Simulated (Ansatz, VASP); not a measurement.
# Hf in VASP and in Ansatz

```
Hf
1.0
     0.02453    3.27004    3.27004
     3.27004    0.02453    3.27004
     3.29456    3.29456    0.00000
Hf
2
Direct
  0.00000 0.00000 0.00000
  0.25000 0.25000 0.25000
```

Change from the starting cell: xy shear strain of +1.5 %, crystal datasets.

Alike in both runs: task electric field gradients; functional PBE; k mesh 10 × 10 × 10; occupations fermi-dirac, width 0.03 eV; no spin polarisation.

|  | VASP | Ansatz |
| --- | --- | --- |
| version | VASP 6.6.1 | Ansatz 0.2.0 |
| potentials or method | VASP PAW PBE potentials, release 64 (Hf_pv), cutoff 520 eV | all-electron PAW with datasets made for the crystal, scalar-relativistic |

|  | VASP | Ansatz | Ansatz less VASP |
| --- | --- | --- | --- |
| pressure (GPa) | -0.2 | 0.0 | +0.21 |
| largest component of the traceless stress (GPa) | 0.21 | 0.22 | +0.010 |
| rms of the force components (eV/Å) | 0.092 | 0.093 | +0.0013 |
| Vzz of the field gradient on the site that differs most (V/Å²) | 0.8 | -0.4 | -1.11 |

Atom by atom the forces differ by 0.001 eV/Å (rms over components). Ansatz ran all-electron here, so the differences hold the error of VASP's frozen core and of both bases. Ansatz warned: «gradients_without_spin_orbit».

Spin-orbit coupling is left out, which matters for the levels of Hf.
